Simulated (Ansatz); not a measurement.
## Te2Pt (Moncheite) in Ansatz: the effect of functional

Crystal: Te2Pt (Moncheite).

```
Pt Te
1.0
     3.92814    0.00000    0.00000
    -1.96407    3.40187    0.00000
     0.00000    0.00000    5.09483
Pt Te
1 2
Direct
  0.00000 0.00000 0.00000
  0.66667 0.33333 0.75000
  0.33333 0.66667 0.25000
```

The cell isn't the ideal one: volume scaled by 0.94.

Alike in all runs:

| Quantity | Value |
| --- | --- |
| Program | Ansatz 0.2.0 |
| Task | single point |
| Potentials or basis | Ansatz PAW |
| k mesh | 8 × 8 × 5 |
| Occupations | fermi-dirac, width 0.05 eV |
| Spin | no spin polarisation |

```tsv
functional	cutoff	pressure (GPa)	largest force (eV/Å)
LDA	420 eV (not typed: the program's choice for these potentials)	10.7	1.41
PBE	420 eV (not typed: the program's choice for these potentials)	18.2	1.85
PBEsol	420 eV (not typed: the program's choice for these potentials)	?	?
r2SCAN	500 eV (not typed: the program's choice for these potentials)	16.5	1.70
```

Q: What does the run with functional PBEsol give?

A: Pressure 13.0 GPa; largest force 1.58 eV/Å.

Caveats: forces of over 1 eV/Å show positions far from the minimum, so gaps and moduli don't describe the material at rest; the PAW data sets come from PBE, with cores solved anew for the run's functional, which leaves a small shift of forces and pressure (some runs).
